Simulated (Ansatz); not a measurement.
## GaN: single point with PBE

**Experimental background.**

“Studying electronic properties in GaN without electrical contacts using γ-γ vs e−-γ Perturbed Angular Correlations”, 2019, pmc:6823545 quotes, for a bulk crystal of GaN: band gap 3.503 ± 0.005 eV (direct).

GaN:

```
Ga N
1.0
     3.18000    0.00000    0.00000
    -1.59000    2.75396    0.00000
     0.00000    0.00000    5.16600
Ga N
2 2
Direct
  0.66667 0.33333 0.50000
  0.33333 0.66667 0.00000
  0.66667 0.33333 0.87500
  0.33333 0.66667 0.37500
```

```json
{"Program": "Ansatz 0.2.0", "Task": "single point", "Functional": "PBE", "Potentials or basis": "all-electron LAPW, scalar-relativistic", "Cutoff": "428 eV (chosen from the basis error)", "Basis error allowed": "0.001 eV/atom", "k mesh": "10 × 10 × 5", "Occupations": "fermi-dirac, width 0.05 eV", "Spin": "no spin polarisation"}
```

| Item | Value |
| --- | --- |
| Pressure | 7.2 GPa |
| Largest force | 0.136 eV/Å |
| Band gap on the k mesh | 1.98 eV, direct |
| Loewdin charges | Ga +0.81; N -0.78 e |

Forces on the atoms (eV/Å):
```
Ga   0.000  0.000 -0.136
Ga   0.000  0.000 -0.136
N    0.000  0.000  0.136
N    0.000  0.000  0.136
```

Stress tensor (GPa, compression positive):
```
6.48 0.00 0.00
0.00 6.48 0.00
0.00 0.00 8.63
```

Levels at points of the mesh, in eV from the valence-band top:
| k point | band 26 | band 27 | band 28 | band 29 | band 30 | band 31 |
| --- | --- | --- | --- | --- | --- | --- |
| (0.00, 0.00, 0.00) | -0.06 | 0.00 | 0.00 | 1.98 | 4.31 | 9.26 |
| (0.00, -0.50, 0.00) | -2.78 | -2.26 | -0.99 | 5.08 | 5.62 | 6.08 |

It took 33 s on 2 threads of Arm Neoverse V1 (shared host), peak memory 0.45 GiB.

Against the measured gap of GaN, 3.503 eV (direct; quoted in “Studying electronic properties in GaN without electrical contacts using γ-γ vs e−-γ Perturbed Angular Correlations”, 2019, pmc:6823545), the calculated 1.98 eV is off by -1.52 eV. Spin-orbit coupling on Ga is left out. The value is that of PBE, without temperature or zero-point motion. Semilocal functionals fall short of measured gaps as a rule.
